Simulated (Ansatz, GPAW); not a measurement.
# An Al chain with one Si atom in line: relaxation, then transmission at several levels, part 2 of 2

Wanted: T(E) of an Al chain with one Si atom in line at a relaxed geometry in two programs, beside the unrelaxed structure.

GPAW 26.7.0 and Ansatz 0.2.0; Ansatz plane waves; relaxation of the junction with the lead ends held; PAW set soft_1 (the session's first sound run).

So far, transmission at the Fermi level (one spin): step 3 (plane-wave reference (PBE)) 1.31.

### 4. GPAW, dzp

Localised orbitals split the wire into layers that couple to their neighbours alone, which is what the Green's function method needs; double zeta with polarisation is the usual level for numbers.

This step: GPAW LCAO, PAW setups; Landauer transmission from Green's functions with principal layers (ASE), zero bias (GPAW 26.7.0).

run.py

```python
import json
import numpy as np
from ase import Atoms
from ase.transport.calculators import TransportCalculator
from gpaw import GPAW, FermiDirac
from gpaw.lcao.tools import get_lcao_hamiltonian
from scipy.linalg import eigh

# The junction with lead layers at both ends, along the third cell vector
device = Atoms(
    ['Al', 'Al', 'Al', 'Al', 'Al', 'Al', 'Al', 'Si', 'Al', 'Al', 'Al', 'Al', 'Al', 'Al', 'Al'],
    positions=[
        [4.50000, 4.50000, 1.20000],
        [4.50000, 4.50000, 3.60000],
        [4.50000, 4.50000, 6.00000],
        [4.50000, 4.50000, 8.40000],
        [4.50000, 4.50000, 10.80000],
        [3.82544, 4.54659, 13.25080],
        [4.22012, 4.51768, 15.83148],
        [3.04772, 4.58825, 17.87100],
        [4.21768, 4.52060, 19.91248],
        [3.82507, 4.53931, 22.49538],
        [4.50000, 4.50000, 24.94780],
        [4.50000, 4.50000, 27.34780],
        [4.50000, 4.50000, 29.74780],
        [4.50000, 4.50000, 32.14780],
        [4.50000, 4.50000, 34.54780]],
    cell=[[9.0, 0.0, 0.0], [0.0, 9.0, 0.0], [0.0, 0.0, 35.7478]],
    pbc=True)

# One principal layer of the lead: the first 4 atoms of the device
lead = Atoms(
    ['Al', 'Al', 'Al', 'Al'],
    positions=[
        [4.50000, 4.50000, 1.20000],
        [4.50000, 4.50000, 3.60000],
        [4.50000, 4.50000, 6.00000],
        [4.50000, 4.50000, 8.40000]],
    cell=[[9.0, 0.0, 0.0], [0.0, 9.0, 0.0], [0.0, 0.0, 9.6]],
    pbc=True)

settings = dict(mode='lcao', basis='dzp', xc='PBE', h=0.2,
                occupations=FermiDirac(0.1), maxiter=250,
                mixer=dict(beta=0.1, nmaxold=8, weight=100.0),
                convergence=dict(density=0.0001))
energies = np.arange(-2, 2 + 1e-9, 0.025)
eta = 0.0001
n1, n2 = 1, 1
# k and -k transmit alike, so half of the mesh across the current serves
mesh = [(i, j) for i in range(n1) for j in range(n2) if (i, j) <= (-i % n1, -j % n2)]
weights = np.array([1 if (i, j) == (-i % n1, -j % n2) else 2 for i, j in mesh]) / (n1 * n2)

# [... helper functions left out ...]
fermi_lead = ground_state(lead, (1, 1, 12), 'lead.txt')
fermi_device = ground_state(device, (1, 1, 2), 'device.txt')
# [... loop over the mesh left out, but for ...]
        # Shift the lead onto the potential of the device's first layer
        shift = ((H[:, 0, 0] - H0[:, 0, 0]) / S0[0, 0]).real.mean()
# [...]
kT = 8.617333e-5 * 300
bias = [0.1, 0.2, 0.5, 1.0, 1.5, 2.0]
# [... integrals and printing left out ...]
```

Started as:

```sh
$ OMP_NUM_THREADS=1 OPENBLAS_NUM_THREADS=1 python run.py
```

Wall time 64 s (1 thread of Arm Neoverse V1, shared host); peak memory 1.2 GiB.

This step gave:

```yaml
thermopower: -2.721 μV/K
largest_coupling_past_the_next_principal_layer: 1.42e-15 eV
largest_misfit_of_the_first_principal_layer: 0.03625 eV
shift_that_aligns_the_lead: 0.003519 eV
basis_functions_of_the_junction: 195
basis_functions_of_a_principal_layer: 52
transmission_at_the_fermi_level_one_spin: 1.310
```

One spin. The transmission, zone mean by energy, zero at the Fermi level:

energy (eV), transmission, zone mean and a bar:
```
   -2.000       0.67 ########
   -1.900       0.62 ########
   -1.800       0.57 #######
   -1.700       0.53 #######
   -1.600       0.49 ######
   -1.500       0.46 ######
   -1.400       0.43 #####
   -1.300       0.12 ##
   -1.200       0.00 
   -1.100       0.00 
   -1.000       0.00 
   -0.900       0.00 
   -0.800       0.00 
   -0.700       0.00 
   -0.600       0.00 
   -0.500       0.00 
   -0.400       0.00 
   -0.300       0.61 ########
   -0.200       1.10 ##############
   -0.100       1.25 ################
    0.000       1.31 ################
    0.100       1.34 #################
    0.200       1.36 #################
    0.300       1.38 #################
    0.400       1.40 ##################
    0.500       1.41 ##################
    0.600       1.41 ##################
    0.700       1.40 ##################
    0.800       1.37 #################
    0.900       1.31 ################
    1.000       1.60 ####################
    1.100       1.91 ########################
    1.200       2.12 ###########################
    1.300       2.24 ############################
    1.400       2.30 #############################
    1.500       2.34 #############################
    1.600       2.37 ##############################
    1.700       2.38 ##############################
    1.800       2.39 ##############################
    1.900       2.38 ##############################
    2.000       2.36 ##############################
```

Crossings of the lead's bands, unfolded to its shortest repeat. The open channels, zone mean by energy, zero at the Fermi level:

energy (eV), open channels, zone mean and a bar:
```
   -2.000       1.00 ##########
   -1.900       1.00 ##########
   -1.800       1.00 ##########
   -1.700       1.00 ##########
   -1.600       1.00 ##########
   -1.500       1.00 ##########
   -1.400       1.00 ##########
   -1.300       1.00 ##########
   -1.200       0.00 
   -1.100       0.00 
   -1.000       0.00 
   -0.900       0.00 
   -0.800       0.00 
   -0.700       0.00 
   -0.600       0.00 
   -0.500       0.00 
   -0.400       0.00 
   -0.300       2.00 ####################
   -0.200       2.00 ####################
   -0.100       2.00 ####################
    0.000       2.00 ####################
    0.100       2.00 ####################
    0.200       2.00 ####################
    0.300       2.00 ####################
    0.400       2.00 ####################
    0.500       2.00 ####################
    0.600       2.00 ####################
    0.700       2.00 ####################
    0.800       2.00 ####################
    0.900       2.00 ####################
    1.000       3.00 ##############################
    1.100       3.00 ##############################
    1.200       3.00 ##############################
    1.300       3.00 ##############################
    1.400       3.00 ##############################
    1.500       3.00 ##############################
    1.600       3.00 ##############################
    1.700       3.00 ##############################
    1.800       3.00 ##############################
    1.900       3.00 ##############################
    2.000       3.00 ##############################
```

Not self-consistent under bias; the bias window is split evenly. Table of current through one cell, from the zero-bias transmission by bias:

| bias (V) | current through one cell, from the zero-bias transmission (μA) |
| --- | --- |
| 0.100 | 10.1 |
| 0.200 | 20.2 |
| 0.500 | 48.8 |
| 1.000 | 81.2 |
| 1.500 | 108 |
| 2.000 | 135 |

The transmission of the three most open eigenchannels by energy, zero at the Fermi level:

| energy (eV) | channel 1 | channel 2 | channel 3 |
| --- | --- | --- | --- |
| -2.000 | 0.675 | 2.1e-12 | 0 |
| -1.800 | 0.571 | 2.0e-12 | 0 |
| -1.600 | 0.492 | 1.9e-12 | 0 |
| -1.400 | 0.430 | 1.9e-12 | 0 |
| -1.200 | 6.3e-8 | 1.8e-12 | 0 |
| -1.000 | 7.6e-10 | 1.8e-12 | 0 |
| -0.800 | 2.4e-12 | 1.8e-12 | 0 |
| -0.600 | 1.7e-12 | 1.1e-12 | 0 |
| -0.400 | 1.9e-7 | 1.1e-7 | 1.8e-12 |
| -0.200 | 0.890 | 0.214 | 1.1e-12 |
| 0.000 | 0.947 | 0.364 | 0 |
| 0.200 | 0.887 | 0.477 | 1.1e-12 |
| 0.400 | 0.804 | 0.595 | 2.2e-12 |
| 0.600 | 0.720 | 0.689 | 2.1e-11 |
| 0.800 | 0.728 | 0.640 | 6.5e-10 |
| 1.000 | 0.727 | 0.621 | 0.251 |
| 1.200 | 0.717 | 0.714 | 0.684 |
| 1.400 | 0.871 | 0.717 | 0.716 |
| 1.600 | 0.902 | 0.736 | 0.728 |
| 1.800 | 0.885 | 0.776 | 0.724 |
| 2.000 | 0.847 | 0.832 | 0.680 |

At the Fermi level T is 1.31 against 1.31 in plane waves. Couplings past the next layer reach 1.4e-15 eV, small enough to drop; the matrix elements of the cell's first layer differ from the bulk lead's by up to 0.036 eV. That layer keeps its own values in the calculation, and only beyond it is the lead taken as perfect. The Fermi levels of lead and junction count from different zeros of potential, one for each periodic cell; with both set to zero, the small remaining shift is what aligns them. By hand: G = 1.307 × 77.48 μS = 101 μS, a resistance of 9.88 kΩ; at 0.1 V a linear junction would pass 10.1 μA, and the integral over the bias window gives 10.1 μA. Mott's formula, S = -(π²/3)(k_B²T/e) d ln T/dE, has the prefactor 7.33 μV/K·eV at 300 K; T = 1.298 at -0.025 eV and 1.321 at 0.025 eV give a slope of 0.341 per eV and S = -2.50 μV/K, beside -2.72 μV/K from the thermal integral, which interpolates the same grid.

### 5. Single-zeta polarised basis

The second zeta is dropped, the polarisation orbitals stay.

run.py, as its differences from that of step 4:

```diff
@@ -41,3 +41,3 @@
 
-settings = dict(mode='lcao', basis='dzp', xc='PBE', h=0.2,
+settings = dict(mode='lcao', basis='szp(dzp)', xc='PBE', h=0.2,
                 occupations=FermiDirac(0.1), maxiter=250,
```

It took 51 s on 1 thread; peak memory 1.1 GiB.

This step gave:

```yaml
conductance: 1.296 G₀
thermopower: -2.497 μV/K
largest_coupling_past_the_next_principal_layer: 1.49e-15 eV
largest_misfit_of_the_first_principal_layer: 0.03799 eV
shift_that_aligns_the_lead: 0.006884 eV
basis_functions_of_the_junction: 135
basis_functions_of_a_principal_layer: 36
transmission_at_the_fermi_level_one_spin: 1.299
```

The conductance, 1.30 G₀, lies 0.8 % below that of the dzp run.

### 6. GPAW, sz: basis = "sz(dzp)"

One function for each valence shell of the setup, as for a first survey of a large system.

run.py, as its differences from that of step 5:

```diff
@@ -41,3 +41,3 @@
 
-settings = dict(mode='lcao', basis='szp(dzp)', xc='PBE', h=0.2,
+settings = dict(mode='lcao', basis='sz(dzp)', xc='PBE', h=0.2,
                 occupations=FermiDirac(0.1), maxiter=250,
```

The job ended after 33 s (1 thread; peak memory 1 GiB).

Numbers from this step:

```yaml
conductance: 1.344 G₀
thermopower: -2.322 μV/K
largest_coupling_past_the_next_principal_layer: 9.58e-16 eV
largest_misfit_of_the_first_principal_layer: 0.03930 eV
shift_that_aligns_the_lead: 0.01181 eV
basis_functions_of_the_junction: 60
basis_functions_of_a_principal_layer: 16
transmission_at_the_fermi_level_one_spin: 1.347
```

One spin. Table of transmission, zone mean by energy, zero at the Fermi level:

| energy (eV) | transmission, zone mean |
| --- | --- |
| -2.000 | 0.548 |
| -1.800 | 0.300 |
| -1.600 | 1.6e-7 |
| -1.400 | 5.3e-10 |
| -1.200 | 5.6e-10 |
| -1.000 | 8.2e-12 |
| -0.800 | 0 |
| -0.600 | 0 |
| -0.400 | 0.0720 |
| -0.200 | 1.16 |
| 0.000 | 1.35 |
| 0.200 | 1.39 |
| 0.400 | 1.41 |
| 0.600 | 1.30 |
| 0.800 | 1.55 |
| 1.000 | 1.89 |
| 1.200 | 2.17 |
| 1.400 | 2.33 |
| 1.600 | 2.42 |
| 1.800 | 2.46 |
| 2.000 | 2.49 |

The conductance, 1.34 G₀, lies 2.8 % above that of the dzp run.

### 7. LDA in the dzp basis: xc = "LDA"

Back in the dzp basis, the functional changes from PBE to LDA, to set the spread between functionals beside that between bases.

run.py, as its differences from that of step 6:

```diff
@@ -41,3 +41,3 @@
 
-settings = dict(mode='lcao', basis='sz(dzp)', xc='PBE', h=0.2,
+settings = dict(mode='lcao', basis='dzp', xc='LDA', h=0.2,
                 occupations=FermiDirac(0.1), maxiter=250,
```

Run time: 55 s. Hardware: 1 thread; peak memory 1.2 GiB.

Numbers from this step:

* conductance: 1.335 G₀
* thermopower: -2.856 μV/K
* largest coupling past the next principal layer: 1.29e-15 eV
* largest misfit of the first principal layer: 0.03910 eV
* shift that aligns the lead: 0.004218 eV
* basis functions of the junction: 195
* basis functions of a principal layer: 52
* transmission at the Fermi level (one spin): 1.339

The conductance, 1.33 G₀, lies 2.1 % above that of the dzp run.

### 8. Without the relaxation: geometry = "as built"

The dzp basis with PBE on the structure as first built shows what the relaxation was worth.

run.py, as its differences from that of step 7:

```diff
@@ -17,7 +17,7 @@
         [4.50000, 4.50000, 10.80000],
-        [3.82544, 4.54659, 13.25080],
-        [4.22012, 4.51768, 15.83148],
-        [3.04772, 4.58825, 17.87100],
-        [4.21768, 4.52060, 19.91248],
-        [3.82507, 4.53931, 22.49538],
+        [4.50000, 4.50000, 13.20000],
+        [4.50000, 4.50000, 15.60000],
+        [4.50000, 4.50000, 17.87390],
+        [4.50000, 4.50000, 20.14780],
+        [4.50000, 4.50000, 22.54780],
         [4.50000, 4.50000, 24.94780],
@@ -41,3 +41,3 @@
 
-settings = dict(mode='lcao', basis='dzp', xc='LDA', h=0.2,
+settings = dict(mode='lcao', basis='dzp', xc='PBE', h=0.2,
                 occupations=FermiDirac(0.1), maxiter=250,
```

Run time: 63 s. Hardware: 1 thread; peak memory 1.2 GiB.

This step gave:

```
conductance                                    : 1.594 G₀
largest coupling past the next principal layer : 1.42e-15 eV
largest misfit of the first principal layer    : 0.01239 eV
shift that aligns the lead                     : -4.90e-4 eV
transmission at the Fermi level (one spin)     : 1.603
```

The conductance, 1.59 G₀, lies 22 % above that of the dzp run.

### 9. The ladder

Times are wall times on the hardware named with each run. The runs compared:

| no. | run | conductance (G₀) | time | memory (GiB) |
| --- | --- | --- | --- | --- |
| 1 | pw PBE | 1.307 | 40 s | 2.1 |
| 2 | dzp | 1.307 | 64 s | 1.2 |
| 3 | szp | 1.296 | 51 s | 1.1 |
| 4 | sz | 1.344 | 33 s | 1.0 |
| 5 | dzp LDA | 1.335 | 55 s | 1.2 |
| 6 | asbuilt | 1.594 | 63 s | 1.2 |

### 10. Comparison

The curves are compared point by point over the common energies.

This step: comparison of transmission and cost over codes, levels and geometry; PAW set soft_1 (GPAW 26.7.0).

Ladder, by row:

| step | code | T at the Fermi level (sum over the listed spins) | conductance (G0) | r.m.s. T(E) from the first | wall time (s) | peak memory (GiB) | threads |
| --- | --- | --- | --- | --- | --- | --- | --- |
| pw-pbe | Ansatz | 1.311 | 1.307 | 0 | 40.28 | 2.077 | 4 |
| dzp | GPAW | 1.31 | 1.307 | 0.07084 | 64.31 | 1.16 | 1 |
| szp | GPAW | 1.299 | 1.296 | 0.1393 | 51.09 | 1.14 | 1 |
| sz | GPAW | 1.347 | 1.344 | 0.2161 | 33.35 | 1.03 | 1 |
| dzp-LDA | GPAW | 1.339 | 1.335 | 0.08869 | 55.27 | 1.16 | 1 |
| asbuilt | GPAW | 1.603 | 1.594 | 0.3072 | 62.63 | 1.16 | 1 |

The transmission, zone mean, sum over the listed spins by energy, zero at the Fermi level:

| energy (eV) | pw-pbe | dzp | szp | sz | dzp-LDA | asbuilt |
| --- | --- | --- | --- | --- | --- | --- |
| -2.000 | 0.678 | 0.675 | 0.671 | 0.548 | 0.668 | 0.808 |
| -1.800 | 0.570 | 0.571 | 0.588 | 0.300 | 0.562 | 0.721 |
| -1.600 | 0.487 | 0.492 | 0.530 | 1.6e-7 | 0.480 | 0.574 |
| -1.400 | 0.439 | 0.430 | 0.294 | 5.3e-10 | 0.417 | 0.283 |
| -1.200 | 0 | 6.3e-8 | 6.9e-9 | 5.6e-10 | 9.9e-8 | 1.3e-9 |
| -1.000 | 0 | 7.6e-10 | 2.8e-10 | 8.2e-12 | 9.0e-10 | 3.5e-11 |
| -0.800 | 0 | 4.2e-12 | 2.6e-12 | 4.3e-13 | 4.4e-12 | 7.2e-12 |
| -0.600 | 0 | 2.8e-12 | 8.8e-13 | 6.5e-13 | 2.9e-12 | 2.9e-11 |
| -0.400 | 0.00165 | 3.0e-7 | 1.6e-9 | 0.0720 | 2.7e-7 | 7.7e-6 |
| -0.200 | 1.12 | 1.10 | 1.12 | 1.16 | 1.12 | 1.34 |
| 0.000 | 1.31 | 1.31 | 1.30 | 1.35 | 1.34 | 1.60 |
| 0.200 | 1.35 | 1.36 | 1.35 | 1.39 | 1.39 | 1.55 |
| 0.400 | 1.37 | 1.40 | 1.39 | 1.41 | 1.41 | 1.48 |
| 0.600 | 1.37 | 1.41 | 1.37 | 1.30 | 1.40 | 1.47 |
| 0.800 | 1.32 | 1.37 | 1.37 | 1.55 | 1.31 | 1.51 |
| 1.000 | 1.61 | 1.60 | 1.90 | 1.89 | 1.80 | 2.32 |
| 1.200 | 2.08 | 2.12 | 2.21 | 2.17 | 2.19 | 2.57 |
| 1.400 | 2.24 | 2.30 | 2.34 | 2.33 | 2.33 | 2.65 |
| 1.575 | 2.27 | 2.36 | 2.39 | 2.41 | 2.37 | 2.70 |
| 1.600 | 2.27 | 2.37 | 2.40 | 2.42 | 2.37 | 2.71 |
| 1.800 | 2.23 | 2.39 | 2.44 | 2.46 | 2.38 | 2.75 |
| 2.000 | 2.08 | 2.36 | 2.45 | 2.49 | 2.35 | 2.78 |

### 11. A varied run

One more run, with changed settings.

This step: GPAW LCAO, PAW setups; Landauer transmission from Green's functions with principal layers (ASE), zero bias (GPAW 26.7.0).

run.py, as its differences from that of step 8:

```diff
@@ -17,7 +17,7 @@
         [4.50000, 4.50000, 10.80000],
-        [4.50000, 4.50000, 13.20000],
-        [4.50000, 4.50000, 15.60000],
-        [4.50000, 4.50000, 17.87390],
-        [4.50000, 4.50000, 20.14780],
-        [4.50000, 4.50000, 22.54780],
+        [3.82544, 4.54659, 13.25080],
+        [4.22012, 4.51768, 15.83148],
+        [3.04772, 4.58825, 17.87100],
+        [4.21768, 4.52060, 19.91248],
+        [3.82507, 4.53931, 22.49538],
         [4.50000, 4.50000, 24.94780],
@@ -41,4 +41,4 @@
 
-settings = dict(mode='lcao', basis='dzp', xc='PBE', h=0.2,
-                occupations=FermiDirac(0.1), maxiter=250,
+settings = dict(mode='lcao', basis='cc-pVDZ', xc='PBE', h=0.2,
+                occupations=FermiDirac(0.1), maxiter=100,
                 mixer=dict(beta=0.1, nmaxold=8, weight=100.0),
```

The job ended after 0.72 s (1 thread; peak memory 0.1 GiB).

The input was rejected at the start.

The program's message: “FileNotFoundError: Could not find required basis set file "Al.cc-pVDZ.basis".”

The change that led to it: basis = "cc-pVDZ".

### 12. Outcome

```yaml
conductance: 1.31 G₀
transmission_at_the_fermi_level_mean_of_the_spins: 1.31
thermopower: -2.72 μV/K
open_channels_of_the_lead_there: 2
```

What this shows: In the dzp basis the junction conducts 1.31 G₀ at 300 K, with T = 1.31 a spin at the Fermi level; the sz basis reaches that conductance within 10 %. Relaxation moved atoms by up to 1.5 Å and took the conductance from 1.59 to 1.31 G₀, as a ratio a larger change than the step from dzp to the minimal basis. Plane waves (PBE) give T = 1.31 there. The scatterer reflects about 34 % of the incoming channels at the Fermi level. At the Fermi level two eigenchannels carry the current (0.95 and 0.36). Measured against the first run (pw-pbe), the nearest curve is that of dzp (r.m.s. 0.071) and the farthest that of asbuilt (0.31). Over the compared runs wall time goes from 33 s (sz) to 64 s (dzp), on a shared host; the plane-wave run used 4 threads and the orbital runs 1. The leads kept an estimated spacing and the cell its length, so the junction may be under some tension or compression. An evenly spaced straight chain is an idealisation: free chains tend to dimerise, zigzag or, where a band edge lies near the Fermi level, turn magnetic. The currents use the zero-bias T(E) throughout, which holds only while the bias is small against the distance to the nearest feature.

[Logs are printed without paths, hosts, clocks, repeated set-up lines and the standing remarks that a program may print on its own settings, such as how far it seeks lower states.]

[Hosts, paths, dates, database ids (printed as entryN), source tags and the programs' standing remarks are cut or masked in the printed files.]
